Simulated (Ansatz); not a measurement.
# Density of states of TaN

```cif
data_structure
_symmetry_space_group_name_H-M 'Fm-3m'
_symmetry_Int_Tables_number 225
_cell_length_a 4.3580
_cell_length_b 4.3580
_cell_length_c 4.3580
_cell_angle_alpha 90.000
_cell_angle_beta 90.000
_cell_angle_gamma 90.000
_cell_volume 82.77
loop_
_atom_site_label
_atom_site_type_symbol
_atom_site_symmetry_multiplicity
_atom_site_Wyckoff_symbol
_atom_site_fract_x
_atom_site_fract_y
_atom_site_fract_z
_atom_site_occupancy
Ta1 Ta 4 b 0.50000 0.00000 0.00000 1
N1 N 4 a 0.00000 0.00000 0.00000 1
```

The runs use the primitive cell with vectors (0.000, 2.179, 2.179), (2.179, 0.000, 2.179), (2.179, 2.179, 0.000) Å, to which the k mesh refers.

The cell is COD entry 2310957, as deposited and not checked against the literature; nothing was relaxed.

No spin–orbit coupling, which matters for the heavy atoms here.

Theory: DFT, PBEsol, all-electron LAPW, scalar-relativistic in Ansatz 0.2.0.

Numerical set-up: a Γ-centred 9×9×9 k mesh, Fermi–Dirac smearing of 0.02 eV, basis error target 0.5 meV/atom, no spin polarisation.

States per eV and cell, averaged over 0.6 eV, from -9.6 to -0.2 eV, with energies (bin centres) from the Fermi level; empty bins are left out. The partial columns, the largest 4 alone, are projections on Löwdin-orthogonalised atomic shells (those that the program's projection atoms carry: the occupied ones and, for some elements, an empty d or f shell; other empty shells have no column), summed over atoms of an element. Weights on diffuse s and p shells depend on that basis and aren't pure angular character.

```json
{"E (eV)": "-9.4", "total": "0.54", "N 2p": "0.27", "Ta 5d": "0.18", "Ta 6s": "0.06", "Ta 5p": "0.01"}
{"E (eV)": "-8.8", "total": "0.88", "N 2p": "0.48", "Ta 5d": "0.27", "Ta 6s": "0.09", "Ta 5p": "0.01"}
{"E (eV)": "-8.2", "total": "0.84", "N 2p": "0.49", "Ta 5d": "0.23", "Ta 6s": "0.08", "Ta 5p": "0.01"}
{"E (eV)": "-7.6", "total": "0.98", "N 2p": "0.59", "Ta 5d": "0.32", "Ta 6s": "0.04", "Ta 5p": "0.01"}
{"E (eV)": "-7.0", "total": "3.02", "N 2p": "1.88", "Ta 5d": "1.01", "Ta 6s": "0.01", "Ta 5p": "0.06"}
{"E (eV)": "-6.4", "total": "1.91", "N 2p": "1.14", "Ta 5d": "0.71", "Ta 6s": "0.00", "Ta 5p": "0.03"}
{"E (eV)": "-5.8", "total": "0.97", "N 2p": "0.60", "Ta 5d": "0.34", "Ta 6s": "0.00", "Ta 5p": "0.01"}
{"E (eV)": "-5.2", "total": "0.53", "N 2p": "0.38", "Ta 5d": "0.14", "Ta 6s": "0.00", "Ta 5p": "0.01"}
{"E (eV)": "-4.6", "total": "0.16", "N 2p": "0.12", "Ta 5d": "0.03", "Ta 6s": "0.00", "Ta 5p": "0.00"}
{"E (eV)": "-4.0", "total": "0.14", "N 2p": "0.08", "Ta 5d": "0.06", "Ta 6s": "0.00", "Ta 5p": "0.00"}
{"E (eV)": "-3.4", "total": "0.22", "N 2p": "0.08", "Ta 5d": "0.13", "Ta 6s": "0.00", "Ta 5p": "0.00"}
{"E (eV)": "-2.8", "total": "0.32", "N 2p": "0.09", "Ta 5d": "0.21", "Ta 6s": "0.00", "Ta 5p": "0.00"}
{"E (eV)": "-2.2", "total": "0.45", "N 2p": "0.10", "Ta 5d": "0.33", "Ta 6s": "0.00", "Ta 5p": "0.00"}
{"E (eV)": "-1.6", "total": "0.56", "N 2p": "0.11", "Ta 5d": "0.42", "Ta 6s": "0.01", "Ta 5p": "0.00"}
{"E (eV)": "-1.0", "total": "0.68", "N 2p": "0.14", "Ta 5d": "0.50", "Ta 6s": "0.01", "Ta 5p": "0.00"}
{"E (eV)": "-0.4", "total": "0.83", "N 2p": "0.15", "Ta 5d": "0.63", "Ta 6s": "0.02", "Ta 5p": "0.00"}
```

(1) Which of the resolved shells contributes most within 0.3 eV of the Fermi level?

(2) Where is the centre of the filled Ta 5d states between -14 eV and the top of the filled states?

## Answers

(1) Ta 5d, with 78 % of all states there; N 2p follows with 15 %.

(2) -4.67 eV from the Fermi level.
